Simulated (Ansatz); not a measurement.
# GaAs (F-43m) in Ansatz: further runs

Aim: see how the results for GaAs move with the level of theory and the settings. Levels: RPBE, revPBE+D3(BJ), BLYP+D4, r2SCAN+rVV10. Tasks: relaxation of cell and atoms.

All numbers are computed with Ansatz 0.2.0; they aren't measurements. Logs are shortened: lines on timing, memory, paths and dates and some standing lists are left out, and cuts for length are marked.

## Step 1: The crystal as given

The structure is cubic, space group F-43m (No. 216). The conventional cell has a = 5.654 Å, b = 5.654 Å, c = 5.654 Å, α = 90.00°, β = 90.00°, γ = 90.00°. As (site symmetry -43m) has 4 Ga at 2.45 Å as nearest neighbours. Around Ga (site symmetry -43m) lie 4 As at 2.45 Å.

## Step 2: Relaxation of cell and atoms, RPBE

Contents of input.yaml:

```yaml
crystal:
  lattice:
    - [0.0, 2.82685, 2.82685]
    - [2.82685, 0.0, 2.82685]
    - [2.82685, 2.82685, 0.0]
  atoms:
    - { symbol: As, position: [0.75, 0.75, 0.75] }
    - { symbol: Ga, position: [0.0, 0.0, 0.0] }
hamiltonian:
  xc: rpbe
  pseudopotentials: { kind: paw }
kpoints:
  mp_grid: { grid: [8, 8, 8] }
scf:
  occupations: { method: fermi_dirac, width: 0.05 }
output:
  forces: true
  stress: true
relax:
  f_tol: 0.01
  max_steps: 40
  cell: { stress_tol: 0.05 }
```

Potentials or basis: Ansatz PAW.

Launch:

```sh
> ansatz run input.yaml --threads 2 --pin off --max-ram 5120MiB --backend cpu --events-out ev --progress --plain --runs-dir out
```

The program printed:

```text
Warning: RAYON_NUM_THREADS=2 ignored (pool sized by the plan → 2); use --threads N
Engine: ansatz 0.2.0, x86_64-unknown-linux-gnu
Pseudopotentials: kind: paw
Pseudopotential: As, paw, valence charge 15, recommended cutoff 420 eV (normal), As.paw.azcp
Pseudopotential: Ga, paw, valence charge 13, recommended cutoff 420 eV (normal), Ga.paw.azcp
Functional definition: RPBE
  parameter kappa = 0.804
  parameter beta = 0.06672455060314922
  exchange = rpbe_x(kappa = kappa, mu = beta*pi^2/3)
  correlation = pbe_c(beta = beta)
Crystal: 2 atoms, lattice volume = 45.179 Å³
Basis set: ecut = 420 eV, 893 PW (Γ), exchange–correlation on 54×54×54 points (8 copies of the dense FFT grid, shifted against one another)
Bands: 18, of which v1, the nominal top of the filled ones, is band 14 counted from 1 (13 counted from 0)
Symmetry: 24 space group operations
Space group: F-43m (ITA 216), of the structure as read, at distance tolerance 3.6e-5 Å
k-points: 29 of 512 (time reversal used)
Non-local potential: As, projectors of the file, l = 0: 2, l = 1: 2, l = 2: 3, l = 3: 1
Non-local potential: Ga, projectors of the file, l = 0: 2, l = 1: 2, l = 2: 3, l = 3: 1
PAW form: soft (Blöchl's): semilocal exchange-correlation on the pseudo side does not see the compensation charge
PAW frozen core: As, regenerated for the run's functional, and the local potential with it (the file was generated under x = pbe(κ = 0.804, μ = 0.2195149727645171), c = pbe(β = 0.06672455060314922))
PAW frozen core: Ga, regenerated for the run's functional, and the local potential with it (the file was generated under x = pbe(κ = 0.804, μ = 0.2195149727645171), c = pbe(β = 0.06672455060314922))
PAW one-centre angular grid: As, 590 points (default); XC on 64 Gauss nodes
PAW one-centre angular grid: Ga, 590 points (default); XC on 64 Gauss nodes
Initial density: superposition of atomic densities (neutral atoms: chi_scale 0, normalization atom), corrected by the library's trained network
Initial wavefunctions: pseudopotential atomic-orbital guess
Functional: x = rpbe, c = pbe(β = 0.06672455060314922)
SCF iter   1: F=—  HF=-8651.269186 eV  |F-HF|=—  |Δ(HF+E_count)|=         —  Δρ=2.89e-3  dr2=1.98e-3  ethr=1.77e-3  ⟨swp⟩=6.0  Hψ=2534  notcnv=0
preconditioner: auto → none  [insulator: Δε(μ)=0.631 eV  Ē_g=15.552 eV  σ=0.050 eV  W_gap=1.00  n_scr=14 (ndim 8)  ℏωp=23.4 eV  f_vac=0.086  D(μ)=0.00/eV (n_scr^D=0)  ε∞_Penn≈3.3]
SCF iter   2: F=—  HF=-8651.268027 eV  |F-HF|=—  |Δ(HF+E_count)|=   1.16e-3  Δρ=9.68e-4  dr2=4.86e-4  ethr=7.08e-6  ⟨swp⟩=2.0  Hψ=1210  notcnv=0
SCF iter   3: F=—  HF=-8651.267775 eV  |F-HF|=—  |Δ(HF+E_count)|=   2.52e-4  Δρ=4.75e-4  dr2=6.77e-5  ethr=1.73e-6  ⟨swp⟩=2.0  Hψ=783  notcnv=0
SCF iter   4: F=—  HF=-8651.267778 eV  |F-HF|=—  |Δ(HF+E_count)|=   3.09e-6  Δρ=1.25e-4  dr2=2.85e-6  ethr=2.42e-7  ⟨swp⟩=2.0  Hψ=638  notcnv=0
SCF iter   5: F=—  HF=-8651.267779 eV  |F-HF|=—  |Δ(HF+E_count)|=   4.50e-7  Δρ=4.44e-5  dr2=4.93e-7  ethr=1.02e-8  ⟨swp⟩=2.0  Hψ=928  notcnv=0
SCF iter   6: F=-8651.267779 eV  HF=-8651.267779 eV  |F-HF|=2.81e-8  |Δ(HF+E_count)|=   4.32e-7  Δρ=7.41e-6  dr2=1.85e-8  ethr=3.57e-10  ⟨swp⟩=4.2  Hψ=1856  notcnv=0
SCF 1 converged in 6 iterations: F = -8651.267779 eV  dr2 = 1.85e-8
relax step   1: F+E_penalty+E_count = -8651.26777898 eV  Δ(F+E_penalty+E_count) = +0.000e0 eV  max|allowed force component| = 1.480e-16 eV/Å  Δτ_max = 0.0000 Å  P = +5.238 GPa  Ω = 45.179 Å³  (6 SCF iters, dr2 threshold 1.00e-7 eV, accepted)
Crystal: 2 atoms, lattice volume = 48.014 Å³
Basis set: ecut = 420 eV, 941 PW (Γ), exchange–correlation on 54×54×54 points (8 copies of the dense FFT grid, shifted against one another)
Initial density: handed on by an earlier stage of this run
Initial wavefunctions: those handed on with the density
iter 1 solved again at ethr=8.59e-6 eV; its pass at ethr=3.10e-3 eV (dr2=2.40e-3 eV) is discarded
SCF iter   1: F=—  HF=-8651.319297 eV  |F-HF|=—  |Δ(HF+E_count)|=         —  Δρ=2.09e-3  dr2=2.40e-3  ethr=8.59e-6  ⟨swp⟩=2.0  Hψ=3344  notcnv=0
preconditioner: auto → none  [insulator: Δε(μ)=0.201 eV  Ē_g=15.231 eV  σ=0.050 eV  W_gap=0.73  n_scr=14 (ndim 8)  ℏωp=22.7 eV  f_vac=0.121  D(μ)=0.03/eV (n_scr^D=0)  ε∞_Penn≈3.2]
SCF iter   2: F=—  HF=-8651.319965 eV  |F-HF|=—  |Δ(HF+E_count)|=   6.69e-4  Δρ=1.05e-3  dr2=5.53e-4  ethr=8.56e-6  ⟨swp⟩=2.0  Hψ=577  notcnv=0
SCF iter   3: F=—  HF=-8651.320399 eV  |F-HF|=—  |Δ(HF+E_count)|=   4.33e-4  Δρ=1.72e-4  dr2=2.33e-5  ethr=1.97e-6  ⟨swp⟩=3.0  Hψ=962  notcnv=0
SCF iter   4: F=—  HF=-8651.320404 eV  |F-HF|=—  |Δ(HF+E_count)|=   5.10e-6  Δρ=7.66e-5  dr2=1.96e-6  ethr=8.31e-8  ⟨swp⟩=2.0  Hψ=929  notcnv=0
SCF iter   5: F=—  HF=-8651.320409 eV  |F-HF|=—  |Δ(HF+E_count)|=   5.39e-6  Δρ=3.61e-5  dr2=5.95e-7  ethr=7.14e-10  ⟨swp⟩=5.0  Hψ=2159  notcnv=0
SCF iter   6: F=-8651.320409 eV  HF=-8651.320409 eV  |F-HF|=2.03e-8  |Δ(HF+E_count)|=   2.59e-7  Δρ=9.43e-6  dr2=5.16e-8  ethr=7.14e-10  ⟨swp⟩=5.0  Hψ=2068  notcnv=0
SCF 2 converged in 6 iterations: F = -8651.320409 eV  dr2 = 5.16e-8
relax step   2: F+E_penalty+E_count = -8651.32040882 eV  Δ(F+E_penalty+E_count) = -5.263e-2 eV  max|allowed force component| = 2.429e-17 eV/Å  Δτ_max = 0.0000 Å  P = +1.027 GPa  Ω = 48.014 Å³  energy of the carried Pulay correction = -6.268e-4 eV  (6 SCF iters, dr2 threshold 2.00e-7 eV, accepted)
Crystal: 2 atoms, lattice volume = 48.759 Å³
iter 1 solved again at ethr=5.17e-7 eV; its pass at ethr=3.10e-3 eV (dr2=1.45e-4 eV) is discarded
SCF iter   1: F=—  HF=-8651.322899 eV  |F-HF|=—  |Δ(HF+E_count)|=         —  Δρ=5.47e-4  dr2=1.59e-4  ethr=5.17e-7  ⟨swp⟩=2.6  Hψ=3363  notcnv=0
preconditioner: auto → none  [insulator: Δε(μ)=0.812 eV  Ē_g=15.168 eV  σ=0.050 eV  W_gap=0.51  n_scr=14 (ndim 8)  ℏωp=22.6 eV  f_vac=0.115  D(μ)=0.05/eV (n_scr^D=0)  ε∞_Penn≈3.2]
SCF iter   2: F=—  HF=-8651.322936 eV  |F-HF|=—  |Δ(HF+E_count)|=   3.67e-5  Δρ=2.66e-4  dr2=3.45e-5  ethr=5.17e-7  ⟨swp⟩=2.1  Hψ=580  notcnv=0
SCF iter   3: F=—  HF=-8651.322961 eV  |F-HF|=—  |Δ(HF+E_count)|=   2.49e-5  Δρ=5.62e-5  dr2=2.18e-6  ethr=1.23e-7  ⟨swp⟩=2.0  Hψ=926  notcnv=0
SCF iter   4: F=-8651.322961 eV  HF=-8651.322960 eV  |F-HF|=2.82e-7  |Δ(HF+E_count)|=   4.99e-7  Δρ=1.92e-5  dr2=1.13e-7  ethr=7.14e-10  ⟨swp⟩=3.0  Hψ=2380  notcnv=0
SCF 3 converged in 4 iterations: F = -8651.322961 eV  dr2 = 1.13e-7
relax step   3: F+E_penalty+E_count = -8651.32296076 eV  Δ(F+E_penalty+E_count) = -2.552e-3 eV  max|allowed force component| = 3.296e-17 eV/Å  Δτ_max = 0.0000 Å  P = +0.152 GPa  Ω = 48.759 Å³  energy of the carried Pulay correction = -7.854e-4 eV  (4 SCF iters, dr2 threshold 2.00e-7 eV, accepted)
Crystal: 2 atoms, lattice volume = 48.894 Å³
iter 1 solved again at ethr=2.35e-8 eV; its pass at ethr=3.10e-3 eV (dr2=6.59e-6 eV) is discarded
SCF iter   1: F=—  HF=-8651.322993 eV  |F-HF|=—  |Δ(HF+E_count)|=         —  Δρ=1.01e-4  dr2=5.36e-6  ethr=2.35e-8  ⟨swp⟩=3.4  Hψ=3331  notcnv=0
preconditioner: auto → none  [insulator: Δε(μ)=0.826 eV  Ē_g=15.158 eV  σ=0.050 eV  W_gap=0.58  n_scr=14 (ndim 8)  ℏωp=22.5 eV  f_vac=0.114  D(μ)=0.06/eV (n_scr^D=0)  ε∞_Penn≈3.2]
SCF iter   2: F=—  HF=-8651.322997 eV  |F-HF|=—  |Δ(HF+E_count)|=   4.15e-6  Δρ=5.17e-5  dr2=1.31e-6  ethr=1.91e-8  ⟨swp⟩=2.0  Hψ=595  notcnv=0
SCF iter   3: F=—  HF=-8651.322999 eV  |F-HF|=—  |Δ(HF+E_count)|=   1.55e-6  Δρ=1.06e-5  dr2=8.42e-8  ethr=4.69e-9  ⟨swp⟩=2.4  Hψ=898  notcnv=0
SCF iter   4: F=-8651.322999 eV  HF=-8651.322999 eV  |F-HF|=1.22e-8  |Δ(HF+E_count)|=  7.44e-10  Δρ=3.68e-6  dr2=4.31e-9  ethr=2.07e-10  ⟨swp⟩=4.9  Hψ=1986  notcnv=0
SCF 4 converged in 4 iterations: F = -8651.322999 eV  dr2 = 4.31e-9
relax step   4: F+E_penalty+E_count = -8651.32299869 eV  Δ(F+E_penalty+E_count) = -3.793e-5 eV  max|allowed force component| = 3.029e-17 eV/Å  Δτ_max = 0.0000 Å  P = +0.004 GPa  Ω = 48.894 Å³  energy of the carried Pulay correction = -8.139e-4 eV  (4 SCF iters, dr2 threshold 5.79e-8 eV, accepted)
Basis set: ecut = 420 eV, 941 PW (Γ), exchange–correlation on 60×60×60 points (8 copies of the dense FFT grid, shifted against one another)
Initial wavefunctions: pseudopotential atomic-orbital guess (no wavefunctions were taken with the density)
iter 1 solved again at ethr=3.04e-7 eV; its pass at ethr=3.10e-3 eV (dr2=8.52e-5 eV) is discarded
SCF iter   1: F=—  HF=-8651.313767 eV  |F-HF|=—  |Δ(HF+E_count)|=         —  Δρ=7.22e-4  dr2=1.30e-5  ethr=3.04e-7  ⟨swp⟩=2.7  Hψ=3606  notcnv=0
preconditioner: auto → none  [insulator: Δε(μ)=0.828 eV  Ē_g=15.163 eV  σ=0.050 eV  W_gap=0.57  n_scr=14 (ndim 8)  ℏωp=22.5 eV  f_vac=0.110  D(μ)=0.06/eV (n_scr^D=0)  ε∞_Penn≈3.2]
SCF iter   2: F=—  HF=-8651.321213 eV  |F-HF|=—  |Δ(HF+E_count)|=   7.45e-3  Δρ=3.62e-4  dr2=2.59e-6  ethr=4.65e-8  ⟨swp⟩=2.9  Hψ=829  notcnv=0
SCF iter   3: F=—  HF=-8651.323262 eV  |F-HF|=—  |Δ(HF+E_count)|=   2.05e-3  Δρ=1.69e-4  dr2=9.60e-7  ethr=9.25e-9  ⟨swp⟩=3.0  Hψ=939  notcnv=0
SCF iter   4: F=—  HF=-8651.323805 eV  |F-HF|=—  |Δ(HF+E_count)|=   5.43e-4  Δρ=2.96e-5  dr2=3.39e-7  ethr=3.43e-9  ⟨swp⟩=2.9  Hψ=1058  notcnv=0
SCF iter   5: F=—  HF=-8651.323813 eV  |F-HF|=—  |Δ(HF+E_count)|=   8.09e-6  Δρ=4.13e-6  dr2=5.32e-9  ethr=1.21e-9  ⟨swp⟩=2.0  Hψ=929  notcnv=0
SCF iter   6: F=—  HF=-8651.323813 eV  |F-HF|=—  |Δ(HF+E_count)|=   2.34e-8  Δρ=2.58e-6  dr2=1.09e-9  ethr=1.90e-11  ⟨swp⟩=3.0  Hψ=962  notcnv=0
SCF iter   7: F=—  HF=-8651.323813 eV  |F-HF|=—  |Δ(HF+E_count)|=   8.16e-8  Δρ=4.72e-7  dr2=1.32e-10  ethr=3.90e-12  ⟨swp⟩=2.6  Hψ=937  notcnv=0
SCF iter   8: F=—  HF=-8651.323813 eV  |F-HF|=—  |Δ(HF+E_count)|=   1.79e-9  Δρ=1.77e-7  dr2=3.35e-11  ethr=1.00e-12  ⟨swp⟩=5.9  Hψ=2264  notcnv=0
SCF iter   9: F=-8651.323813 eV  HF=-8651.323813 eV  |F-HF|=3.64e-12  |Δ(HF+E_count)|=  1.22e-10  Δρ=4.47e-8  dr2=2.14e-12  ethr=1.00e-12  ⟨swp⟩=5.7  Hψ=1997  notcnv=0
SCF 5 converged in 9 iterations: F = -8651.323813 eV  dr2 = 2.14e-12
relax step   5: F+E_penalty+E_count = -8651.32381317 eV  Δ(F+E_penalty+E_count) = -8.145e-4 eV  max|allowed force component| = 2.682e-17 eV/Å  Δτ_max = 0.0000 Å  P = +0.007 GPa  Ω = 48.894 Å³  stress off target by 6.51e-3 GPa  SCF on the basis re-selected at this cell (its energy is not comparable with the rows above)  (9 SCF iters)
basis re-selected at this cell: Δ(F+E_penalty+E_count) = -8.145e-4 eV, ΔP = +0.002 GPa vs the last step (what re-selecting the basis moved, of the pressure what is left beyond the Pulay correction that the steps carried, after the strain that the cell walked since its last selection, with what the two solves' SCF thresholds leave and, on support functions, any second-order correction that the steps lacked; it is no measure of the basis error at this ecutwfc). The dense FFT grid was sized anew with the basis: this SCF ran on 30×30×30 points, the steps before it on 27×27×27, so part of this shift can come from that change (see relax.cell in the input reference). This SCF's stress stands 6.51e-3 GPa from its target on what of the cell is left free (relax.cell.stress_tol is 5.00e-2 GPa) and its largest allowed force component is 2.68e-17 eV/Å (relax.f_tol is 1.00e-2 eV/Å): within both
SCF converged after 9 iterations
Free energy (F): -8651.323813 eV
Harris-Foulkes:  -8651.323813 eV  (|F-HF|=3.64e-12)
Internal energy: -8651.323320 eV  (E = F + TS)
E sigma→0 (E₀):  -8651.323567 eV
Entropy (-TS):   -0.000493 eV (-0.246 meV/atom)
Fermi energy:    7.341600 eV
--- Per-component energies (eV) ---
  E_band       = -333.037776
  E_kinetic    = 217.195216
  E_local      = -4028.394769  (includes V_loc(G=0)·N_el)
  E_nonlocal   = -247.327220
  E_hartree    = 2019.183007
  E_xc         = -147.524038
  E_vxc        = -135.727818  (∫ρ·V_xc dr)
  E_paw        = -3835.528713  (= ΣΔE_a)
  E_vpaw       = -177.149160  (= ΣTr[D̂ρ^β])
  E_aug_tail   = -0.000112  (compensation charges beyond the density's cutoff)
  E_ewald      = -2628.568467
  E_core_change = -0.358225  (= ΣΔE_core)
  E_smearing   = -0.000493  (= −TS)
  E_closure    = 0.000000  (closes the sum)
  Σ components = -8651.323813   (vs F -8651.323813, Δ=0.00e0)
--- Forces (eV/Å), atoms counted from 1 ---
  atom   1  As     0.00000000     0.00000000    -0.00000000
  atom   2  Ga     0.00000000    -0.00000000     0.00000000
  max |Σ_I F_I| component: 5.28e-17 eV/Å
--- Stress (GPa, compression-positive) ---
        0.006508      -0.000000      -0.000000
        0.000000       0.006508       0.000000
       -0.000000       0.000000       0.006508
  P = ⅓ Tr σ = 0.0065 GPa (0.065 kbar)
--- Relaxed structure (4 steps of the walk, 4 accepted, 1 SCFs on fresh bases) ---
  F+E_penalty+E_count = -8651.32381317 eV   max|allowed force component| = 2.682e-17 eV/Å   (the final SCF, on the basis selected at the relaxed cell)
  cell:  # Å, volume = 48.8942 Å³
    - [-5.9175503798549706e-33, 2.902301667303105, 2.902301667303105]
    - [2.902301667303105, 5.795710904247721e-33, 2.902301667303105]
    - [2.902301667303105, 2.902301667303105, 6.018633436080052e-33]
  atoms:
    - { symbol: As, position: [0.75, 0.75, 0.75] }
    - { symbol: Ga, position: [1.436405291903151e-33, -7.778163043111925e-34, -1.4023403442690843e-33] }
```

It took 6.4 s on 2 threads of INTEL XEON PLATINUM 8581C at 2.10GHz (Emerald Rapids), shared host; peak memory 0.42 GiB.

Results:

- Free energy: -8651.3238 eV
- Relaxed volume: 24.45 Å³/atom
- Relaxed cell: a = 4.104 Å, b = 4.104 Å, c = 4.104 Å, α = 60.00°, β = 60.00°, γ = 60.00°
- Space group after relaxing (to 0.05 Å): F-43m (No. 216)
- Energy gained by relaxing: 28.0 meV/atom
- Ionic steps: 5
- Pressure after relaxing: 0.0 GPa

Step by step:
| step | energy change (eV) | largest force (eV/Å) | volume (Å³) |
| --- | --- | --- | --- |
| 1 | 0.0000 | 0.0000 | 45.18 |
| 2 | -0.0526 | 0.0000 | 48.01 |
| 3 | -0.0552 | 0.0000 | 48.76 |
| 4 | -0.0552 | 0.0000 | 48.89 |
| 5 | -0.0560 | 0.0000 | 48.89 |

Final structure:
```xyz
2
Lattice="0.0000 2.9023 2.9023 2.9023 0.0000 2.9023 2.9023 2.9023 0.0000" Properties=species:S:1:pos:R:3 pbc="T T T"
As    4.3535    4.3535    4.3535
Ga    0.0000    0.0000    0.0000
```

Caveat: the plane-wave basis is chosen anew once the cell has moved, so the energies of steps on either side of that aren't comparable; the PAW data sets come from PBE, with cores solved anew for the run's functional, which leaves a small shift of forces and pressure.

## Step 3: Relaxation of cell and atoms, revPBE+D3(BJ)

input.yaml, as its differences from that of step 2:

```diff
@@ -9,4 +9,5 @@
 hamiltonian:
-  xc: rpbe
+  xc: revpbe
   pseudopotentials: { kind: paw }
+  dispersion: d3bj
 kpoints:
```

Potentials or basis: Ansatz PAW.

Launch:

```sh
> ansatz run input.yaml --threads 2 --pin off --max-ram 5120MiB --backend cpu --events-out ev --progress --plain --runs-dir out
```

It took 3 s on 2 threads of INTEL XEON PLATINUM 8581C at 2.10GHz (Emerald Rapids), shared host; peak memory 0.41 GiB.

Results (log left out):

```yaml
Free_energy: -8649.2276 eV
Relaxed_volume: 22.55 Å³/atom
Relaxed_cell: a = 3.995 Å, b = 3.995 Å, c = 3.995 Å, α = 60.00°, β = 60.00°, γ = 60.00°
Space_group_after_relaxing_to_0.05_Å: F-43m (No. 216)
Energy_gained_by_relaxing: 0.0 meV/atom
Ionic_steps: 3
Pressure_after_relaxing: 0.0 GPa
Band_gap_on_the_k_mesh: 0.62 eV
```

Final structure:
```xyz
2
Lattice="0.0000 2.8252 2.8252 2.8252 0.0000 2.8252 2.8252 2.8252 0.0000" Properties=species:S:1:pos:R:3 pbc="T T T"
As    4.2379    4.2379    4.2379
Ga    0.0000    0.0000    0.0000
```

Caveat: the plane-wave basis is chosen anew once the cell has moved, so the energies of steps on either side of that aren't comparable; the PAW data sets come from PBE, with cores solved anew for the run's functional, which leaves a small shift of forces and pressure.

(Part 1 of 2 ends here.)
